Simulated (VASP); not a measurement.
Yb:

```
CELL_PARAMETERS angstrom
3.87990 0.00000 0.00000
-1.93995 3.36009 0.00000
0.00000 0.00000 6.38590
ATOMIC_POSITIONS crystal
Yb 0.66667 0.33333 0.75000
Yb 0.33333 0.66667 0.25000
```

This isn't the form of Yb at room conditions, which is fcc.

Base run:

```yaml
Program: VASP 6.6.1
Functional: PBE
Potentials_or_basis: VASP PAW PBE potentials, release 64 (Yb)
Cutoff: 520 eV
k_mesh: 8 × 8 × 4
Occupations: fermi-dirac, width 0.05 eV
Spin: collinear spin, ferromagnetic start
Starting_moments: "[1.0, 1.0] μB"
```

Its results: band gap on the k mesh none (metal or under the smearing width); pressure 0.8 GPa; net moment 0.00 μB per cell.

Question: The run is repeated on the same cell with these changes: further incar settings from ALGO = Normal; EDIFF = 1e-07; NBANDS = 35 to ALGO = Fast; EDIFF = 1e-07; NBANDS = 35; moments at the start from [1.0, 1.0] to [2.5, 2.5]. What comes out?

Answer: Band gap on the k mesh none (metal or under the smearing width); pressure -2.6 GPa; net moment 0.00 μB per cell.

Caveats: spin-orbit coupling is left out, which moves the levels of the heavy elements.
